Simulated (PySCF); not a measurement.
An unknown shows these calculated signals:

$^{1}$H NMR (300 MHz, computed): δ 6.07 (br s, 1H), 2.39 (q, J = 7.9 Hz, 2H), 1.15 (t, J = 7.9 Hz, 3H).

$^{13}$C{$^{1}$H} NMR (computed): δ 178.7 (C), 28.6 (CH2), 10.5 (CH3).

- couplings computed with B3LYP/pcJ-1 (without the spin–dipole term)
- GFN2-xTB geometry
- σ from GIAO-PBE0/pcSseg-1
- run in PySCF
- relativity neglected, one averaged value for each set of equivalent atoms, one conformer, no solvent model

Referencing at the same level of theory: $^{1}$H, $^{13}$C vs TMS.

Q: Which of these does the molecule contain: an aldehyde, a CH3CH2 unit, an OH group, a nitrile, a carboxylic acid, a C≡C triple bond?

A: 
- An aldehyde: no.
- A CH3CH2 unit: yes (δC 10.5, 28.6; δH 1.15 (t), 2.39 (q)).
- An OH group: yes (δH 6.07 (br s)).
- A nitrile: no.
- A carboxylic acid: yes (δC 178.7; δH 6.07 (br s)).
- A C≡C triple bond: no.

The data belong to propionic acid (CCC(=O)O, C$_{3}$H$_{6}$O$_{2}$); they needn't prove each group on their own.

Carbon signals by region: 1 in the far downfield region (above 160 ppm), 2 below 50 ppm. Above 160 ppm: 178.7, carboxylic acid carbon.

OH and NH positions are those of a molecule without intermolecular hydrogen bonds; in solution they move with solvent, concentration and temperature, and exchange usually removes their couplings. Splittings below 1 Hz are ignored in the labels, and close J values are merged. Unscaled 3J(H,H) at this level run about 10 % above measured values. Shifts are as computed. Against solution values, carbons near 30 ppm lie about +3 ppm off and those near 130 ppm about +5 ppm. Of 1211 compounds with measured shifts, 218 miss one by over three times the rms of a fit or turn the order of signals round; such compounds aren't used in these exercises. Hydrogen bonding in solution deshields acid and N–H amide carbonyl carbons by as much as 10 ppm beyond these values.
